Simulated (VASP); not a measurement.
Se: single point with PBEsol

The system is Se.

```
Se
1.0
     0.00000    3.18805    3.14116
     3.18805    0.00000    3.14116
     3.18805    3.18805    0.00000
Se
2
Direct
  0.50000 0.50000 0.50000
  0.75000 0.75000 0.75000
```

The cell isn't the ideal one: strained and moved within a subgroup.

```
Program             : VASP 6.6.1
Task                : single point
Functional          : PBEsol
Potentials or basis : VASP PAW PBE potentials, release 64 (Se)
Cutoff              : 520 eV
k mesh              : 10 × 10 × 10
Occupations         : gaussian, width 0.1 eV
Spin                : no spin polarisation
```

- Pressure: -2.3 GPa
- Band gap on the k mesh: none (metal or under the smearing width)

Stress tensor (GPa, compression positive):
```
-2.20  0.00  0.00
 0.00 -2.20  0.00
 0.00  0.00 -2.37
```

Levels at points of the mesh, in eV from the Fermi level:
```csv
k point,band 2,band 3,band 4,band 5,band 6,band 7,band 8,band 9,band 10,band 11
"(0.00, 0.00, 0.00)",-10.26,-3.38,-3.38,-3.29,-0.77,-0.71,-0.71,4.22,7.54,7.74
"(0.50, 0.00, 0.00)",-12.04,-4.08,-4.05,-4.00,0.31,0.32,1.62,6.74,6.75,7.91
"(0.50, 0.50, 0.00)",-13.21,-4.83,-4.83,-1.94,-1.94,2.14,2.14,6.14,6.14,9.74
"(0.50, 0.00, 0.50)",-13.23,-4.77,-4.77,-1.90,-1.90,2.11,2.11,6.09,6.09,9.73
```

Wall time 50 s on 1 thread of Intel(R) Xeon(R) Platinum 8259CL CPU @ 2.50GHz (Skylake/Cascade Lake) (shared host), peak memory 0.23 GiB.

Caveat: the PAW data sets were made with another functional, which shifts forces and pressure a little.
